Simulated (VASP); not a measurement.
## SiC (Moissanite 3C): band structure with PBEsol

**The experiment to reproduce.**

“Insight into the structural, elastic and electronic properties of a new orthorhombic 6O-SiC polytype”, 2020, pmc:7200658 quotes, for a bulk crystal of SiC: band gap 2.4 eV (indirect).

SiC (Moissanite 3C):

```
Si C
1.0
     0.00000    2.17900    2.17900
     2.17900    0.00000    2.17900
     2.17900    2.17900    0.00000
Si C
1 1
Cartesian
  0.0000 0.0000 0.0000
  3.2685 3.2685 3.2685
```

| Property | Result |
| --- | --- |
| Program | VASP 6.6.1 |
| Task | band structure |
| Functional | PBEsol |
| Potentials or basis | VASP PAW PBE potentials, release 64 (Si, C) |
| Cutoff | 520 eV |
| k mesh | 10 × 10 × 10 |
| Occupations | fermi-dirac, width 0.05 eV |
| Spin | no spin polarisation |
| Further INCAR settings | ALGO = Fast; EDIFF = 1e-06; NBANDS = 11 |

The pressure is 0.2 GPa. The band gap on the k mesh is 1.23 eV, indirect (least direct gap 4.44 eV). The band gap along the path is 1.23 eV, indirect (least direct gap 4.44 eV).

Levels at the corners of the path, in eV from the valence-band top:
```csv
point,band 1,band 2,band 3,band 4,band 5,band 6,band 7,band 8
Γ,-15.42,0.00,0.00,0.00,6.19,7.24,7.24,7.24
X,-10.36,-7.83,-3.21,-3.21,1.23,4.20,13.95,13.95
X,-10.36,-7.83,-3.21,-3.21,1.23,4.20,13.95,13.95
W,-10.12,-7.04,-5.05,-4.75,5.12,9.37,9.42,9.63
W,-10.12,-7.04,-5.05,-4.75,5.12,9.37,9.42,9.63
K,-10.35,-7.30,-5.61,-2.61,2.99,7.68,11.77,12.38
K,-10.35,-7.30,-5.61,-2.61,2.99,7.68,11.77,12.38
Γ,-15.42,0.00,0.00,0.00,6.19,7.24,7.24,7.24
Γ,-15.42,0.00,0.00,0.00,6.19,7.24,7.24,7.24
L,-11.82,-8.60,-1.06,-1.06,5.37,7.14,7.14,9.92
L,-11.82,-8.60,-1.06,-1.06,5.37,7.14,7.14,9.92
U,-10.35,-7.30,-5.61,-2.61,2.99,7.68,11.77,12.38
U,-10.35,-7.30,-5.61,-2.61,2.99,7.68,11.77,12.38
W,-10.12,-7.04,-5.05,-4.75,5.12,9.37,9.42,9.63
W,-10.12,-7.04,-5.05,-4.75,5.12,9.37,9.42,9.63
L,-11.82,-8.60,-1.06,-1.06,5.37,7.14,7.14,9.92
L,-11.82,-8.60,-1.06,-1.06,5.37,7.14,7.14,9.92
K,-10.35,-7.30,-5.61,-2.61,2.99,7.68,11.77,12.38
U,-10.35,-7.30,-5.61,-2.61,2.99,7.68,11.77,12.38
X,-10.36,-7.83,-3.21,-3.21,1.23,4.20,13.95,13.95
```

Wall time 15 s on 1 thread of Intel(R) Xeon(R) Platinum 8375C CPU @ 2.90GHz (Ice Lake), on a shared host, peak memory 0.14 GiB.

Measured gap of SiC: 2.4 eV (indirect; quoted in “Insight into the structural, elastic and electronic properties of a new orthorhombic 6O-SiC polytype”, 2020, pmc:7200658). This calculation gives 1.23 eV (-1.17 eV). The value is that of PBEsol, without temperature or zero-point motion. Semilocal functionals fall short of measured gaps as a rule.

Caveat: the PAW data sets were made with another functional, which shifts forces and pressure a little.
